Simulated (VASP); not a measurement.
# LiF (Griceite): input slips in a relaxation and what they do, part 2 of 2

Some relaxations of LiF (Griceite) get a fault in the input on purpose. Which of them show, and how? The starting structure is a measured crystal structure from the Crystallography Open Database. The first relaxation on each setting starts from this cell expanded by 3 % in volume.

VASP 6.6.1.

Results so far: reference 7.97 Å³ an atom; a loose energy criterion for the relaxation 8.01 Å³ an atom; an ionic step far too long 7.97 Å³ an atom.

## 5. Relaxation with a cutoff far too low

Level of this step: PBEsol; plane waves and PAW (F, Li_sv) (VASP).

A slip made on purpose: a cutoff far too low. Against step 2 the input has PREC = Normal and ENCUT = 270 (also changed: NELM).

INCAR

```
SYSTEM = LiF
PREC = Normal
ENCUT = 270
EDIFF = 1E-06
NELM = 60
ISMEAR = 0
SIGMA = 0.03
LREAL = .FALSE.
ALGO = Normal
GGA = PS
NBANDS = 11
LORBIT = 11
LWAVE = .FALSE.
LCHARG = .FALSE.
KPAR = 4
IBRION = 2
NSW = 50
ISIF = 3
EDIFFG = -0.006
```

POSCAR

```
LiF
1.0
    0.0000000000      2.0339418910      2.0339418910
    2.0339418910      0.0000000000      2.0339418910
    2.0339418910      2.0339418910      0.0000000000
F Li
1 1
Direct
    0.5000000000      0.5000000000      0.5000000000
    0.0000000000      0.0000000000      0.0000000000
```

KPOINTS

```
Automatic mesh
0
Gamma
10 10 10
0 0 0
```

PAW data sets: F and Li_sv (PBE family, release 64).

Command:

```
mpirun -np 4 vasp_std
```

Output:

```text
[... set-up lines as in an earlier step ...]
 entering main loop
       N       E                     dE             d eps       ncg     rms          rms(c)
DAV:   1     0.931723156752E+01    0.93172E+01   -0.36291E+03  1165   0.541E+02
DAV:   2    -0.110105502460E+02   -0.20328E+02   -0.20085E+02  1216   0.126E+02
DAV:   3    -0.113795102657E+02   -0.36896E+00   -0.36868E+00  1204   0.147E+01
DAV:   4    -0.113827497552E+02   -0.32395E-02   -0.32394E-02  1201   0.148E+00
[...]
DAV:  10    -0.110623033336E+02    0.26160E-04   -0.17276E-04  1206   0.885E-02    0.398E-03
DAV:  11    -0.110623072759E+02   -0.39424E-05   -0.36630E-06  1205   0.171E-02    0.185E-03
DAV:  12    -0.110623070400E+02    0.23596E-06   -0.24894E-07   696   0.403E-03
   1 F= -.11062307E+02 E0= -.11062307E+02  d E =-.110623E+02
[... from here on, the cycles between the ionic steps are left out ...]
   2 F= -.25035652E+01 E0= -.25035652E+01  d E =0.855874E+01
   3 F= -.13596684E+02 E0= -.13596684E+02  d E =-.253438E+01
   4 F= -.13672113E+02 E0= -.13672113E+02  d E =-.260981E+01
   5 F= -.13680150E+02 E0= -.13680150E+02  d E =-.261784E+01
   6 F= -.13679138E+02 E0= -.13679138E+02  d E =-.261683E+01
   7 F= -.13679364E+02 E0= -.13679364E+02  d E =-.225612E-03
   8 F= -.13680152E+02 E0= -.13680152E+02  d E =-.101434E-02
[...]
reached required accuracy - stopping structural energy minimisation
```

Wall time 1.8 s (4 MPI ranks of Intel Xeon 6975P-C (Granite Rapids), shared host); peak memory 0.38 GiB.

OUTCAR, selected parts (step 5):

```text
  Total       -0.0032156     -0.0032156     -0.0032156      0.0000000     -0.0000000      0.0000000
  in kB       -0.4581763     -0.4581763     -0.4581763      0.0000000     -0.0000000      0.0000000
  external PRESSURE =      -0.4581763 kB  Pullay stress =       0.0000000 kB

 POSITION                                       TOTAL-FORCE (eV/Angst)
 -----------------------------------------------------------------------------------
      1.77815      1.77815      1.77815         0.000000     -0.000000      0.000000
      1.77815      1.77815     -0.00000         0.000000      0.000000     -0.000000
 -----------------------------------------------------------------------------------
    total drift:                                0.000000      0.000000      0.000000

  FREE ENERGIE OF THE ION-ELECTRON SYSTEM (eV)
  ---------------------------------------------------
  free  energy   TOTEN  =       -13.6801523159 eV

  energy  without entropy=      -13.6801523159  energy(sigma->0) =      -13.68015232

[... 2 parts as in an earlier step ...]

[... 2 further parts left out ...]
[key lines of the parts left out:]
E-fermi :   1.9365
```

With a cutoff far too low the cell ends at 5.622 Å³ an atom, -29.48 % from the reference.

## 6. Relaxation with a smearing far too wide

A slip made on purpose: a smearing far too wide. Against step 2 the input has SIGMA = 2 (also changed: NELM).

INCAR, as its differences from that of step 5:

```diff
@@ -1,4 +1,4 @@
 SYSTEM = LiF
-PREC = Normal
-ENCUT = 270
+PREC = Accurate
+ENCUT = 650
 EDIFF = 1E-06
@@ -6,3 +6,3 @@
 ISMEAR = 0
-SIGMA = 0.03
+SIGMA = 2
 LREAL = .FALSE.
```

POSCAR is that of step 5.

KPOINTS is that of step 5.

Command:

```
mpirun -np 4 vasp_std
```

Output:

```text
[... set-up lines as in an earlier step ...]
 entering main loop
       N       E                     dE             d eps       ncg     rms          rms(c)
DAV:   1     0.369168064996E+02    0.36917E+02   -0.63149E+03  1082   0.108E+03
DAV:   2    -0.891127249484E+01   -0.45828E+02   -0.44149E+02  1188   0.209E+02
DAV:   3    -0.102629921835E+02   -0.13517E+01   -0.13475E+01  1366   0.324E+01
DAV:   4    -0.102761491426E+02   -0.13157E-01   -0.13154E-01  1222   0.340E+00
[...]
DAV:   9    -0.985105611713E+01   -0.24767E-04   -0.10258E-03  1226   0.310E-01    0.446E-02
DAV:  10    -0.985111046364E+01   -0.54347E-04   -0.12363E-04  1180   0.901E-02    0.706E-03
DAV:  11    -0.985111139512E+01   -0.93148E-06   -0.28355E-06  1412   0.189E-02
   1 F= -.98511114E+01 E0= -.98501814E+01  d E =-.985111E+01
[...]
2 F= -.98589941E+01 E0= -.98583043E+01  d E =-.788275E-02
[...]
3 F= -.98615105E+01 E0= -.98609743E+01  d E =-.103991E-01
[...]
4 F= -.98615812E+01 E0= -.98610716E+01  d E =-.104698E-01
[...]
reached required accuracy - stopping structural energy minimisation
```

Elapsed: 3.4 s, on 4 MPI ranks; peak memory 0.5 GiB; 11 s of CPU time.

Parts of OUTCAR (step 6):

```text
  Total       -0.0008005     -0.0008005     -0.0008005      0.0000000      0.0000000      0.0000000
  in kB       -0.0804264     -0.0804264     -0.0804264      0.0000000      0.0000000      0.0000000
  external PRESSURE =      -0.0804264 kB  Pullay stress =       0.0000000 kB

 POSITION                                       TOTAL-FORCE (eV/Angst)
 -----------------------------------------------------------------------------------
      1.99779      1.99779      1.99779        -0.000000     -0.000000      0.000000
      0.00000      1.99779      1.99779         0.000000      0.000000     -0.000000
 -----------------------------------------------------------------------------------
    total drift:                               -0.000000     -0.000000      0.000000

  FREE ENERGIE OF THE ION-ELECTRON SYSTEM (eV)
  ---------------------------------------------------
  free  energy   TOTEN  =        -9.8615811963 eV

  energy  without entropy=       -9.8605620854  energy(sigma->0) =       -9.86107164

[... 2 parts as in an earlier step ...]

[... 2 further parts left out ...]
[key lines of the parts left out:]
E-fermi :   4.2786
```

With a smearing far too wide the cell ends at 7.974 Å³ an atom, +0.01 % from the reference.

## 7. Comparison

| run | volume (Å³/atom) | change (%) | pressure left (GPa) | core minutes |
| --- | --- | --- | --- | --- |
| reference | 7.973 | - | 0.02 | 0.32 |
| a loose energy criterion for the relaxation | 8.007 | 0.44 | -0.32 | 0.2 |
| an ionic step far too long | 7.974 | 0.01 | -0.02 | 0.24 |
| a cutoff far too low | 5.622 | -29.48 | -0.05 | 0.12 |
| a smearing far too wide | 7.974 | 0.01 | -0.01 | 0.227 |

Core minutes are wall time times ranks, summed over the relaxations behind a row (those for a bulk modulus apart), on shared hosts.

## 8. Results

* volume of the reference: 7.973 Å³/atom
* volume against the reference, a loose energy criterion for the relaxation: +0.44 %
* volume against the reference, an ionic step far too long: +0.01 %
* volume against the reference, a cutoff far too low: -29.48 %
* volume against the reference, a smearing far too wide: +0.01 %

Finished, but with signs in the output that stand out against the reference: a loose energy criterion for the relaxation, with the volume changed by +0.4 % (signs: a stress of up to 0.3 GPa); a cutoff far too low, with the volume changed by -29.5 % (signs: -131.1 GPa at the first ionic step (of the first relaxations, not shown; reference: -3.6 GPa) and an energy that rises by up to 4.3 eV an atom on the way). Little came of an ionic step far too long and a smearing far too wide in this material. The reference was restarted once and the runs with a slip weren't, so their cells may not have settled fully. Further runs on this material are not shown.

[Lines on the potential files, build, host, timing and source positions are cut from VASP's logs without a mark.]

[Logs are printed without paths, hosts, clocks, repeated set-up lines and the standing remarks that a program may print on its own settings, such as how far it seeks lower states.]

[Hosts, paths, dates, database ids (printed as entryN), source tags and the programs' standing remarks are cut or masked in the printed files.]
